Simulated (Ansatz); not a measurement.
Space group P6_3/mmc (No. 194). a = 2.890 Å, b = 2.890 Å, c = 4.865 Å, α = 90.00°, β = 90.00°, γ = 120.00°
```tsv
atom	site	symmetry	x	y	z
Au	2d	-6m2	0.3333	0.6667	0.7500
```

Equation of state of this Au structure (not necessarily the ground state), with shape and atoms relaxed at each volume where symmetry leaves them free. It has no gap at any of these volumes. All numbers below come from DFT r2SCAN, scalar-relativistic, plane waves, PAW in Ansatz.

Plane waves to 500 eV, a k mesh through Γ of 18×18×10 on the computed 2-atom cell and Gaussian smearing (0.10 eV); no spin polarisation.

| V (Å³/atom) | E − E(largest V) (meV/atom) | P (GPa) |
| --- | --- | --- |
| 15.485 | 91.75 | 27.63 |
| 16.013 | 16.34 | 18.45 |
| 16.541 | -31.66 | 10.99 |
| 17.069 | -57.53 | 4.93 |
| 17.597 | -65.52 | 0.00 |
| 18.125 | -58.79 | -4.04 |
| 18.653 | -39.92 | -7.32 |
| 19.357 | 0.00 | -10.70 |

Fit a third-order Birch–Murnaghan equation to E(V).

V0 = 17.60 Å³/atom, B0 = 148 GPa, B0' = 5.8.

Spin-orbit coupling is left out, which matters for the bands of heavy elements.

This form isn't the element's structure at ambient conditions.